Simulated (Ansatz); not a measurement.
# P: the cost of one run

Computed with Ansatz 0.2.0 (DFT PBE, scalar-relativistic, plane waves, PAW).

The runs add the D3(BJ) dispersion term to the functional named.

## Step 1: The structure to begin with

Symmetry: R-3m, No. 166, trigonal system. Conventional cell: a = 3.451 Å, b = 3.451 Å, c = 9.389 Å, α = 90.00°, β = 90.00°, γ = 120.00°. P (site symmetry 3m) is surrounded by 3 P at 2.29 Å.

As a file:

```
P
1.0
     1.72573    0.99635    3.12968
    -1.72573    0.99635    3.12968
     0.00000   -1.99270    3.12968
P
2
Direct
  0.22708 0.22708 0.22708
  0.77292 0.77292 0.77292
```

## Step 2: First run, at the start cell

input.yaml reads:

```yaml
crystal:
  lattice:
    - [1.725725178, 0.9963478961, 3.1296800121]
    - [-1.725725178, 0.9963478961, 3.1296800121]
    - [0.0, -1.9926957921, 3.1296800121]
  atoms:
    - { symbol: P, position: [0.22708025, 0.22708025, 0.22708025] }
    - { symbol: P, position: [0.77291975, 0.77291975, 0.77291975] }
basis:
  ecutwfc: 420
  ecutrho_ratio: 4
kpoints:
  mp_grid: { grid: [8, 8, 8] }
hamiltonian:
  xc: pbe
  dispersion: d3bj
scf:
  occupations: { method: gaussian, width: 0.05 }
output:
  forces: true
  stress: true
  eigenvalues: true
relax:
  f_tol: 0.03
  max_steps: 60
  cell: { stress_tol: 0.3 }
```

Started as:

```sh
ansatz run input.yaml --threads 1 --pin off --max-ram 2560MiB --backend cpu --events-out ev --progress --plain --runs-dir out
```

Q: Estimate wall time and peak memory on 1 thread of Intel Xeon 6975P-C (Granite Rapids), shared host.

About 9.2 s, with a peak of 0.39 GiB.
